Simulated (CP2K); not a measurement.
SnO2 (Cassiterite):

```
Sn O
1.0
     4.73800    0.00000    0.00000
     0.00000    4.73800    0.00000
     0.00000    0.00000    3.18650
Sn O
2 4
Direct
  0.50000 0.50000 0.50000
  0.00000 0.00000 0.00000
  0.80710 0.19290 0.50000
  0.69290 0.69290 0.00000
  0.19290 0.80710 0.50000
  0.30710 0.30710 0.00000
```

Base run:

| Property | Result |
| --- | --- |
| Program | CP2K 2026.2 |
| Functional | LDA |
| Potentials or basis | GTH_POTENTIALS Sn GTH-PBE-q4, O GTH-PBE-q6; DZVP-MOLOPT-SR-GTH basis |
| Density cutoff | 8163 eV |
| k mesh | 6 × 6 × 8 |
| Occupations | fermi-dirac, width 0.05 eV |
| Spin | no spin polarisation |

Its results: band gap on the k mesh 1.02 eV, direct; pressure 11.6 GPa; largest force 0.236 eV/Å.

Problem. The run is repeated on the same cell with these changes: functional from LDA to PBE. What comes out?

Solution. Band gap on the k mesh 1.08 eV, direct; pressure 14.3 GPa; largest force 0.286 eV/Å.

PBE binds less tightly than LDA, so the same cell stands under more pressure.

Caveats: spin-orbit coupling is left out, which moves the levels of the heavy elements; the basis of atomic orbitals isn't converged, which shifts pressures, moduli and gaps; the potentials were made for another functional, which shifts forces and pressure (some runs).
